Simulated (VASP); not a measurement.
The system is Se.

```
Se
1.0
     1.92500    1.11140    0.88167
    -1.92500    1.11140    0.88167
     0.00000   -2.22280    0.88167
Se
1
Direct
  0.00000 0.00000 0.00000
```

This isn't the form of Se at room conditions, which is trigonal, of chains.

```yaml
Program: VASP 6.6.1
Task: relaxation of cell and atoms
Functional: PBE
Potentials_or_basis: VASP PAW PBE potentials, release 64 (Se)
Cutoff: 600 eV
k_mesh: 15 × 15 × 13
Occupations: gaussian, width 0.03 eV
Spin: no spin polarisation
```

At the start: pressure 161.1 GPa; volume 11.32 Å³/atom.

Question: Where does the relaxation end?

Answer: Over 24 steps the energy falls by 3059.5 meV/atom and the volume is 22.57 Å³/atom (+99.4 %); space group R-3m (No. 166, to 0.05 Å).

Step by step:
| step | energy change (eV) | largest force (eV/Å) | pressure (GPa) | volume (Å³) |
| --- | --- | --- | --- | --- |
| 1 | 0.0000 | 0.0000 | 161.12 | 11.32 |
| 2 | -1.4596 | 0.0000 | -8.57 | 42.07 |
| 3 | -2.6849 | 0.0000 | -3.24 | 21.57 |
| 4 | -2.6927 | 0.0000 | -1.94 | 21.10 |
| 5 | -2.6967 | 0.0000 | 0.17 | 20.44 |
| 6 | -2.6963 | 0.0000 | -0.60 | 20.67 |
| 7 | -2.7623 | 0.0000 | -0.59 | 20.77 |
| 8 | -2.9505 | 0.0000 | 1.73 | 20.80 |
| 9 | -2.9596 | 0.0000 | 12.90 | 19.77 |
| 10 | -2.9818 | 0.0000 | 11.06 | 20.08 |
| 11 | -3.0254 | 0.0000 | 5.92 | 21.00 |
| 12 | -2.9965 | 0.0000 | -2.36 | 22.72 |
| 13 | -3.0337 | 0.0000 | 3.09 | 21.54 |
| 14 | -3.0368 | 0.0000 | 3.06 | 21.57 |
| 15 | -3.0438 | 0.0000 | 3.15 | 21.64 |
| 16 | -3.0513 | 0.0000 | 3.02 | 21.73 |
| 17 | -3.0438 | 0.0000 | 2.18 | 21.72 |
| 18 | -3.0520 | 0.0000 | 2.79 | 21.76 |
| 19 | -3.0581 | 0.0000 | 0.89 | 22.28 |
| 20 | -3.0589 | 0.0000 | -0.09 | 22.58 |
| 21 | -3.0589 | 0.0000 | -0.04 | 22.56 |
| 22 | -3.0590 | 0.0000 | -0.04 | 22.56 |
| 23 | -3.0592 | 0.0000 | -0.03 | 22.56 |
| 24 | -3.0595 | 0.0000 | -0.03 | 22.57 |

Final structure:
```cif
data_structure
_symmetry_space_group_name_H-M 'P 1'
_symmetry_Int_Tables_number 1
_cell_length_a 2.8271
_cell_length_b 2.8271
_cell_length_c 2.8271
_cell_angle_alpha 91.626
_cell_angle_beta 91.626
_cell_angle_gamma 91.626
_cell_volume 22.57
loop_
_atom_site_label
_atom_site_type_symbol
_atom_site_fract_x
_atom_site_fract_y
_atom_site_fract_z
_atom_site_occupancy
Se1 Se 0.00000 0.00000 0.00000 1
```

Caveat: the volume moved by over 15 % at a fixed basis, so the end points are rough; the volume moved by +99 % from the deposited cell, more than functionals usually miss.
